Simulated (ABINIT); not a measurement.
Crystal: WS2.

```
W S
1.0
     1.57900    0.91164    6.16333
    -1.57900    0.91164    6.16333
     0.00000   -1.82327    6.16333
W S
1 2
Cartesian
  0.0000 0.0000 0.0000
  0.0000 0.0000 10.7427
  0.0000 0.0000 13.8730
```

Measurements of this composition are mostly on another form, of space group No. 194.

Base run:

| Quantity | Value |
| --- | --- |
| Program | ABINIT 10.8.3 (patched build) |
| Functional | WC |
| Potentials or basis | JTH PAW PBE v2.0 |
| Cutoff | 653 eV |
| k mesh | 10 × 10 × 10 |
| Occupations | fermi-dirac, width 0.05 eV |
| Spin | no spin polarisation |

Its results: band gap on the k mesh 1.02 eV, indirect (least direct gap 2.23 eV); pressure 0.4 GPa; largest force 0.601 eV/Å.

Q: The run is repeated on the same cell with these changes: functional from WC to PW91. What comes out?

A: Band gap on the k mesh 1.06 eV, indirect (least direct gap 2.23 eV); pressure 4.8 GPa; largest force 0.608 eV/Å.

PW91 binds less tightly than WC, so the same cell stands under more pressure.

Caveats: the PAW data sets were made with another functional, which shifts forces and pressure a little; spin-orbit coupling is left out, which moves the levels of the heavy elements.

A k mesh can miss the band edges.
